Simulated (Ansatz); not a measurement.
Crystal: LiH.

```
Li H
1.0
     0.00000    2.03675    2.03675
     2.03675    0.00000    2.03675
     2.03675    2.03675    0.00000
Li H
1 1
Direct
  0.00000 0.00000 0.00000
  0.50000 0.50000 0.50000
```

| Quantity | Value |
| --- | --- |
| Program | Ansatz 0.2.0 |
| Task | single point |
| Functional | PBE |
| Potentials or basis | Ansatz PAW |
| Cutoff | 420 eV (not typed: the program's choice for these potentials) |
| k mesh | 11 × 11 × 11 |
| Occupations | fermi-dirac, width 0.05 eV |
| Spin | no spin polarisation |

On this cell: pressure -1.7 GPa; largest force zero by symmetry; band gap on the k mesh 3.21 eV, direct.

The same run follows on a disturbed copy (atoms moved at random, drawn with an rms of 0.05 Å):

```
CELL_PARAMETERS angstrom
0.00000 2.03675 2.03675
2.03675 0.00000 2.03675
2.03675 2.03675 0.00000
ATOMIC_POSITIONS crystal
Li 0.01223 0.99611 0.00039
H 0.49669 0.49811 0.50465
```

Problem. What does the disturbed cell give?

Solution. The energy moves by +0.3 meV/atom; pressure -1.6 GPa; largest force 0.035 eV/Å; band gap on the k mesh 3.21 eV, direct.

Forces on the atoms (eV/Å):
```
Li   0.012 -0.021 -0.026
H   -0.012  0.021  0.026
```

Caveats: odd divisions of the mesh miss points on the zone boundary, where band edges often lie, so the gap on the mesh can be too wide.

A k mesh can miss the band edges.
